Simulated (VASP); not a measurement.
# Te2Mo (P6_3/mmc) in VASP: notebook

The runs below take Te2Mo through single point, with HSE06.

Program: VASP 6.6.1. These are calculated values, not measurements. Logs are shortened: lines on timing, memory, paths and dates and some standing lists are left out, and cuts for length are marked.

## (1) The structure

It takes space group P6_3/mmc (No. 194, hexagonal). The conventional cell has a = 3.518 Å, b = 3.518 Å, c = 13.974 Å, α = 90.00°, β = 90.00°, γ = 120.00°. Around Mo (site symmetry -6m2) lie 6 Te at 2.72 Å. Te (site symmetry 3m) has 3 Mo at 2.72 Å as nearest neighbours.

## (2) Single point, HSE06, collinear spin, antiferromagnetic start

The input, POSCAR:

```
Te2Mo
1.0
    3.5181997400      0.0000000000      0.0000000000
   -1.7590998700      3.0468503500      0.0000000000
    0.0000000000      0.0000000000     13.9735999500
Mo Te
2 4
Direct
    0.3333333333      0.6666666667      0.2500000000
    0.6666666667      0.3333333333      0.7500000000
    0.3333333333      0.6666666667      0.6210000000
    0.6666666667      0.3333333333      0.1210000000
    0.3333333333      0.6666666667      0.8790000000
    0.6666666667      0.3333333333      0.3790000000
```

The input, INCAR.step1:

```
SYSTEM = Te2Mo
PREC = Accurate ; ENCUT = 450
EDIFF = 1E-5 ; ISMEAR = 0
SIGMA = 0.05 ; LREAL = .FALSE.
LASPH = .TRUE. ; NELM = 60
ALGO = Normal ; ISIF = 2
LWAVE = .TRUE. ; LCHARG = .FALSE.
ISPIN = 2 ; MAGMOM = 1 -1 0 0 0 0
LORBIT = 11 ; LMAXMIX = 4
GGA = PE
```

The input, INCAR.step2:

```
SYSTEM = Te2Mo
PREC = Accurate ; ENCUT = 450
EDIFF = 1E-6 ; ISMEAR = 0
SIGMA = 0.05 ; LREAL = .FALSE.
LASPH = .TRUE. ; NELM = 60
ALGO = Normal ; ISIF = 2
LWAVE = .FALSE. ; LCHARG = .FALSE.
ISPIN = 2 ; MAGMOM = 1 -1 0 0 0 0
LORBIT = 11 ; LMAXMIX = 4
GGA = PE ; LHFCALC = .TRUE.
HFSCREEN = 0.2 ; PRECFOCK = Fast
ISTART = 1
```

The input, KPOINTS:

```
regular mesh
0
G
  4 4 1
  0 0 0
```

Potentials or basis: VASP PAW PBE potentials, release 64 (Mo_sv, Te).

The run is started by

```sh
cat potpaw_PBE.64/Mo_sv/POTCAR potpaw_PBE.64/Te/POTCAR > POTCAR
cp INCAR.step1 INCAR
mpirun -np 1 vasp_std > vasp.out
cp INCAR.step2 INCAR
mpirun -np 1 vasp_std > vasp.out
```

OUTCAR:

```text
SYSTEM = Te2Mo
   PREC = Accurate
   ENCUT = 450
   EDIFF = 1E-6
   ISMEAR = 0
   LREAL = .FALSE.
   LASPH = .TRUE.
   NELM = 60
   ISIF = 2
   ISPIN = 2
   LORBIT = 11
   GGA = PE
   LHFCALC = .TRUE.
   HFSCREEN = 0.2
   PRECFOCK = Fast
   ISTART = 1

 ion  position               nearest neighbor table
   1  0.333  0.667  0.250-   4 2.72   6 2.72   4 2.72   6 2.72   4 2.72   6 2.72
   2  0.667  0.333  0.750-   3 2.72   5 2.72   3 2.72   5 2.72   3 2.72   5 2.72
   3  0.333  0.667  0.621-   2 2.72   2 2.72   2 2.72   5 3.61
   4  0.667  0.333  0.121-   1 2.72   1 2.72   1 2.72   6 3.61
   5  0.333  0.667  0.879-   2 2.72   2 2.72   2 2.72   3 3.61
   6  0.667  0.333  0.379-   1 2.72   1 2.72   1 2.72   4 3.61

  LATTYP: Found a hexagonal cell.
 ALAT       =     3.5181997400
 C/A-ratio  =     3.9718040426

  Lattice vectors:

 A1 = (   3.5181997400,   0.0000000000,   0.0000000000)
 A2 = (  -1.7590998700,   3.0468503500,   0.0000000000)
 A3 = (   0.0000000000,   0.0000000000,  13.9735999500)

Analysis of symmetry for initial positions (statically):
=====================================================================
 Subroutine PRICEL returns:
 Original cell was already a primitive cell.

 Routine SETGRP: Setting up the symmetry group for a
 hexagonal supercell.

 Subroutine GETGRP returns: Found 24 space group operations
 (whereof 12 operations were pure point group operations)
 out of a pool of 24 trial point group operations.

The static configuration has the point symmetry D_3d.
 The point group associated with its full space group is D_6h.

Analysis of symmetry for dynamics (positions and initial velocities):
=====================================================================
 Subroutine PRICEL returns:
 Original cell was already a primitive cell.

 Routine SETGRP: Setting up the symmetry group for a
 hexagonal supercell.

 Subroutine GETGRP returns: Found 24 space group operations
 (whereof 12 operations were pure point group operations)
 out of a pool of 24 trial point group operations.

The dynamic configuration has the point symmetry D_3d.
 The point group associated with its full space group is D_6h.

Analysis of structural, dynamic, and magnetic symmetry:
=====================================================================
 Subroutine PRICEL returns:
 Original cell was already a primitive cell.
[... 135 lines left out ...]
 spin polarized calculation
 Gauss-broadening in eV      SIGMA  =   0.05
  energy-cutoff  :      450.00
  volume of cell :      149.79
 maximum number of plane-waves:      3270
  NGX = 14; NGY = 14; NGZ = 56

 number of electron      52.0000009 magnetization      -0.0000000

 number of electron      52.0000009 magnetization       0.0000000

 Free energy of the ion-electron system (eV)
  ---------------------------------------------------
  ext. energy  EPLUGINS =         0.00000000
  ---------------------------------------------------
  free energy    TOTEN  =       -43.82817814 eV

  energy without entropy =      -43.82817814  energy(sigma->0) =      -43.82817814

 E-fermi :   8.2621     XC(G=0):  -8.6274

 val. band max:        7.8325729845   @ k =   0.0000   0.0000   0.0000
 cond. band min:       9.2077433208   @ k =   0.2500   0.2500   0.0000
 fundamental gap:      1.3751703363
 Fermi energy:         8.2620808854

 spin component 1

 k-point     1 :       0.0000    0.0000    0.0000
  band No.  band energies     occupation
      1     -57.0568      1.00000
      2     -57.0568      1.00000
      3     -29.8054      1.00000
      4     -29.8053      1.00000
      5     -29.6603      1.00000
      6     -29.6603      1.00000
[... 125 lines left out ...]
     30      10.0212      0.00000
     31      10.3293      0.00000
 Fermi energy:         8.2620808854

 spin component 2

 k-point     1 :       0.0000    0.0000    0.0000
  band No.  band energies     occupation
      1     -57.0568      1.00000
      2     -57.0568      1.00000
      3     -29.8054      1.00000
      4     -29.8053      1.00000
      5     -29.6603      1.00000
      6     -29.6603      1.00000
[... 125 lines left out ...]
     30      10.0212      0.00000
     31      10.3293      0.00000

------------------------ aborting loop because EDIFF is reached ----------------------------------------

  FORCE on cell =-STRESS in cart. coord.  units (eV):
  Direction    XX          YY          ZZ          XY          YZ          ZX
  --------------------------------------------------------------------------------------
  -------------------------------------------------------------------------------------
  Total       -1.1664037     -1.1664037     -0.7165240      0.0000000      0.0000000     -0.0000000
  in kB      -12.4761197    -12.4761197     -7.6641040      0.0000000      0.0000000     -0.0000000
  external PRESSURE =     -10.8721144 kB  Pullay stress =       0.0000000 kB

 VOLUME and BASIS-vectors are now :
 -----------------------------------------------------------------------------
  energy-cutoff  :      450.00
  volume of cell :      149.79
      direct lattice vectors                 reciprocal lattice vectors
     3.518199740  0.000000000  0.000000000     0.284236278  0.164103892  0.000000000
    -1.759099870  3.046850350  0.000000000     0.000000000  0.328207783  0.000000000
     0.000000000  0.000000000 13.973599950     0.000000000  0.000000000  0.071563520

 POSITION                                       TOTAL-FORCE (eV/Angst)
 -----------------------------------------------------------------------------------
     -0.00000      2.03123      3.49340        -0.000000      0.000000      0.000000
      1.75910      1.01562     10.48020         0.000000     -0.000000      0.000000
     -0.00000      2.03123      8.67761         0.000000     -0.000000      0.406248
      1.75910      1.01562      1.69081        -0.000000      0.000000      0.406248
     -0.00000      2.03123     12.28279         0.000000     -0.000000     -0.406248
      1.75910      1.01562      5.29599        -0.000000      0.000000     -0.406248
 -----------------------------------------------------------------------------------
    total drift:                               -0.000000      0.000000     -0.000001

  FREE ENERGIE OF THE ION-ELECTRON SYSTEM (eV)
  ---------------------------------------------------
  free  energy   TOTEN  =       -43.8281781415 eV

  energy  without entropy=      -43.8281781415  energy(sigma->0) =      -43.82817814

 total charge

# of ion       s       p       d       tot
------------------------------------------
    1        2.251   6.153   3.941  12.346
    2        2.251   6.153   3.941  12.346
    3        1.349   2.113   0.066   3.528
    4        1.349   2.113   0.066   3.528
    5        1.349   2.113   0.066   3.528
    6        1.349   2.113   0.066   3.528
--------------------------------------------------
tot          9.898  20.758   8.147  38.803

 magnetization (x)

# of ion       s       p       d       tot
------------------------------------------
    1       -0.000  -0.000  -0.000  -0.000
    2        0.000   0.000   0.000   0.000
    3       -0.000  -0.000   0.000  -0.000
    4        0.000   0.000  -0.000   0.000
    5       -0.000  -0.000   0.000  -0.000
    6        0.000   0.000  -0.000   0.000
--------------------------------------------------
tot          0.000   0.000   0.000   0.000
```

OUTCAR.step1:

```text
SYSTEM = Te2Mo
   PREC = Accurate
   ENCUT = 450
   EDIFF = 1E-5
   ISMEAR = 0
   LREAL = .FALSE.
   LASPH = .TRUE.
   NELM = 60
   ISIF = 2
[... 530 lines left out ...]
    4        1.386   1.979   0.064   3.430
    5        1.386   1.979   0.064   3.430
    6        1.386   1.979   0.064   3.430
--------------------------------------------------
tot         10.053  20.211   8.244  38.508

 magnetization (x)

# of ion       s       p       d       tot
------------------------------------------
    1        0.000   0.000  -0.000  -0.000
    2       -0.000  -0.000   0.000   0.000
    3        0.000  -0.000  -0.000   0.000
    4       -0.000   0.000   0.000  -0.000
    5        0.000  -0.000  -0.000   0.000
    6       -0.000   0.000   0.000  -0.000
--------------------------------------------------
tot          0.000   0.000   0.000   0.000
```

It took 13 min on 1 thread of Intel Xeon Platinum 8488C (Sapphire Rapids), shared host; peak memory 0.39 GiB.

What came out:

```yaml
Free_energy: -43.8282 eV
Pressure: -1.1 GPa
Largest_force: 0.406 eV/Å
Band_gap_on_the_k_mesh: 1.38 eV, indirect (least direct gap 1.85 eV)
Net_moment: 0.00 μB per cell
Valence_electrons_inside_the_program's_atomic_spheres: Mo 12.35; Te 3.53
```

Forces on the atoms (eV/Å):
```
Mo   0.000  0.000  0.000
Mo   0.000  0.000  0.000
Te   0.000  0.000  0.406
Te   0.000  0.000  0.406
Te   0.000  0.000 -0.406
Te   0.000  0.000 -0.406
```

Stress tensor (GPa, compression positive):
```
-1.25  0.00  0.00
 0.00 -1.25  0.00
 0.00  0.00 -0.77
```

Caveat: the k mesh is coarse (spacing up to 0.52 Å⁻¹), so the values aren't converged, least of all with exact exchange; the PAW data sets were made with another functional, which shifts forces and pressure a little; spin-orbit coupling is left out, which moves the levels of the heavy elements; an odd mesh through Γ misses points on the zone boundary, where band edges often lie; this functional lacks dispersion, which binds the layers, so the pressure and a relaxed spacing across them are unreliable.

## (3) Single point, HSE06, collinear spin, ferromagnetic start

POSCAR is that of step 2.

The input, INCAR.step1:

```
PREC = Accurate
ENCUT = 450
EDIFF = 1E-5
ISMEAR = 0
SIGMA = 0.05
LREAL = F
LASPH = T
NELM = 100
ALGO = Normal
ISIF = 2
LWAVE = T
LCHARG = F
ISPIN = 2
MAGMOM = 1 1 0 0 0 0
LORBIT = 11
LMAXMIX = 4
GGA = PE
```

The input, INCAR.step2:

```
PREC = Accurate
ENCUT = 450
EDIFF = 1E-6
ISMEAR = 0
SIGMA = 0.05
LREAL = F
LASPH = T
NELM = 100
ALGO = Normal
ISIF = 2
LWAVE = F
LCHARG = F
ISPIN = 2
MAGMOM = 1 1 0 0 0 0
LORBIT = 11
LMAXMIX = 4
GGA = PE
LHFCALC = T
HFSCREEN = 0.2
PRECFOCK = Fast
ISTART = 1
```

The input, KPOINTS:

```
regular mesh
0
Gamma
  4 4 1
```

Potentials or basis: VASP PAW PBE potentials, release 64 (Mo_sv, Te).

The run is started by

```sh
cat potpaw_PBE.64/Mo_sv/POTCAR potpaw_PBE.64/Te/POTCAR > POTCAR
cp INCAR.step1 INCAR
mpirun -np 1 vasp_std > vasp.out
cp INCAR.step2 INCAR
mpirun -np 1 vasp_std > vasp.out
```

OUTCAR:

```text
PREC = Accurate
   ENCUT = 450
   EDIFF = 1E-6
   ISMEAR = 0
   LREAL = F
   LASPH = T
   NELM = 100
   ISIF = 2
   ISPIN = 2
   LORBIT = 11
   GGA = PE
   LHFCALC = T
   HFSCREEN = 0.2
   PRECFOCK = Fast
   ISTART = 1

 ion  position               nearest neighbor table
   1  0.333  0.667  0.250-   4 2.72   6 2.72   4 2.72   6 2.72   4 2.72   6 2.72
   2  0.667  0.333  0.750-   3 2.72   5 2.72   3 2.72   5 2.72   3 2.72   5 2.72
   3  0.333  0.667  0.621-   2 2.72   2 2.72   2 2.72   5 3.61
   4  0.667  0.333  0.121-   1 2.72   1 2.72   1 2.72   6 3.61
[... 514 lines left out ...]
 -----------------------------------------------------------------------------------
     -0.00000      2.03123      3.49340         0.000000      0.000000     -0.000000
      1.75910      1.01562     10.48020        -0.000000      0.000000     -0.000000
     -0.00000      2.03123      8.67761        -0.000000     -0.000000      0.406220
      1.75910      1.01562      1.69081         0.000000      0.000000      0.406220
     -0.00000      2.03123     12.28279        -0.000000      0.000000     -0.406220
      1.75910      1.01562      5.29599        -0.000000      0.000000     -0.406220
 -----------------------------------------------------------------------------------
    total drift:                                0.000000      0.000000      0.000000

  FREE ENERGIE OF THE ION-ELECTRON SYSTEM (eV)
  ---------------------------------------------------
  free  energy   TOTEN  =       -43.8281780500 eV

  energy  without entropy=      -43.8281780500  energy(sigma->0) =      -43.82817805

 total charge

# of ion       s       p       d       tot
------------------------------------------
    1        2.251   6.153   3.941  12.346
    2        2.251   6.153   3.941  12.346
    3        1.349   2.113   0.066   3.528
    4        1.349   2.113   0.066   3.528
    5        1.349   2.113   0.066   3.528
    6        1.349   2.113   0.066   3.528
--------------------------------------------------
tot          9.898  20.758   8.147  38.803

 magnetization (x)

# of ion       s       p       d       tot
------------------------------------------
    1       -0.000  -0.000  -0.000  -0.000
    2       -0.000  -0.000  -0.000  -0.000
    3        0.000   0.000  -0.000   0.000
    4        0.000   0.000  -0.000   0.000
    5        0.000   0.000  -0.000   0.000
    6        0.000   0.000  -0.000   0.000
--------------------------------------------------
tot          0.000   0.000  -0.000  -0.000
```

OUTCAR.step1:

```text
PREC = Accurate
   ENCUT = 450
   EDIFF = 1E-5
   ISMEAR = 0
   LREAL = F
   LASPH = T
   NELM = 100
   ISIF = 2
   ISPIN = 2
[... 535 lines left out ...]
    4        1.386   1.979   0.064   3.430
    5        1.386   1.979   0.064   3.430
    6        1.386   1.979   0.064   3.430
--------------------------------------------------
tot         10.053  20.211   8.244  38.508

 magnetization (x)

# of ion       s       p       d       tot
------------------------------------------
    1       -0.000   0.000  -0.000  -0.000
    2       -0.000   0.000  -0.000  -0.000
    3       -0.000   0.000   0.000   0.000
    4       -0.000   0.000   0.000   0.000
    5       -0.000   0.000   0.000   0.000
    6       -0.000   0.000   0.000   0.000
--------------------------------------------------
tot         -0.000   0.000  -0.000  -0.000
```

Run time: 18 min. Hardware: 1 thread of Intel Xeon Platinum 8488C (Sapphire Rapids), shared host; peak memory 0.39 GiB.

What came out:

```
Free energy                                           : -43.8282 eV
Pressure                                              : -1.1 GPa
Largest force                                         : 0.406 eV/Å
Band gap on the k mesh                                : 1.38 eV, indirect (least direct gap 1.85 eV)
Net moment                                            : 0.00 μB per cell
Valence electrons inside the program's atomic spheres : Mo 12.35; Te 3.53
```

Forces on the atoms (eV/Å):
```
Mo   0.000  0.000  0.000
Mo   0.000  0.000  0.000
Te   0.000  0.000  0.406
Te   0.000  0.000  0.406
Te   0.000  0.000 -0.406
Te   0.000  0.000 -0.406
```

Caveat: the k mesh is coarse (spacing up to 0.52 Å⁻¹), so the values aren't converged, least of all with exact exchange; the PAW data sets were made with another functional, which shifts forces and pressure a little; spin-orbit coupling is left out, which moves the levels of the heavy elements; an odd mesh through Γ misses points on the zone boundary, where band edges often lie; this functional lacks dispersion, which binds the layers, so the pressure and a relaxed spacing across them are unreliable.
